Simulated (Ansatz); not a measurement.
# Ti under changes of volume

One of the cells (17.636 Å³/atom); the others are scaled copies at fixed shape and fractional positions:

```
CELL_PARAMETERS angstrom
2.95000 0.00000 0.00000
-1.47500 2.55477 0.00000
0.00000 0.00000 4.68000
ATOMIC_POSITIONS crystal
Ti 0.66667 0.33333 0.75000
Ti 0.33333 0.66667 0.25000
```

* Program: Ansatz 0.2.0
* Functional: PBE
* Potentials or basis: all-electron LAPW, scalar-relativistic
* Cutoff: 237 eV (chosen from the basis error)
* Basis error allowed: 0.0005 eV/atom
* k mesh: 10 × 10 × 6
* Occupations: fermi-dirac, width 0.05 eV
* Spin: no spin polarisation

```tsv
volume (Å³/atom)	energy over the lowest point (meV/atom)	pressure (GPa)
16.577	14.12	5.9
16.930	4.27	3.2
17.283	0.00	0.8
17.636	0.85	-1.5
17.988	?	?
18.341	16.18	-5.4
18.694	29.90	-7.0
```

Q: What does the run at 17.988 Å³/atom give?

A: Energy over the lowest point 6.37 meV/atom; pressure -3.5 GPa.

Worked out: A Birch-Murnaghan fit of order 3 (a polynomial in V^(-2/3)) to the other rows has its minimum at 17.40 Å³/atom with B0 = V·E''(V) = 111 GPa and B' = 3.4 at fixed shape and positions, which overstates the stiffness. It gives 6.37 meV/atom at 17.988 Å³/atom, against the run's 6.37, and -dE/dV = -3.5 GPa, against -3.5.

Energies are extrapolated to zero smearing.
